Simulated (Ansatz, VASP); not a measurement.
Two plane-wave programs on MgS (Niningerite)

```
Mg S
1.0
     0.00000    2.60152    2.74330
     2.60152    0.00000    2.74330
     2.60152    2.60152    0.00000
Mg S
1 1
Direct
  0.00000 0.00000 0.00000
  0.50000 0.50000 0.50000
```

Change from the starting cell: uniaxial_z strain +5.5%.

Alike in both runs: task single point; functional PBE; k mesh 8 × 8 × 8; occupations fermi-dirac, width 0.02 eV; no spin polarisation.

```csv
,VASP,Ansatz
version,VASP 6.6.1,Ansatz 0.2.0
potentials or method,"VASP PAW PBE potentials, release 64 (Mg, S)","plane waves, PAW"
plane-wave cutoff (eV),520,420
valence electrons in the cell,8,16
```

```tsv
	VASP	Ansatz	Ansatz less VASP
gap on the k mesh at the Fermi level (eV)	2.47	2.48	+0.017
pressure (GPa)	-2.5	-2.2	+0.28
largest component of the traceless stress (GPa)	2.51	2.53	+0.025
```

The two sets of potentials don't hold the same shells in valence.

A k mesh can miss the band edges.
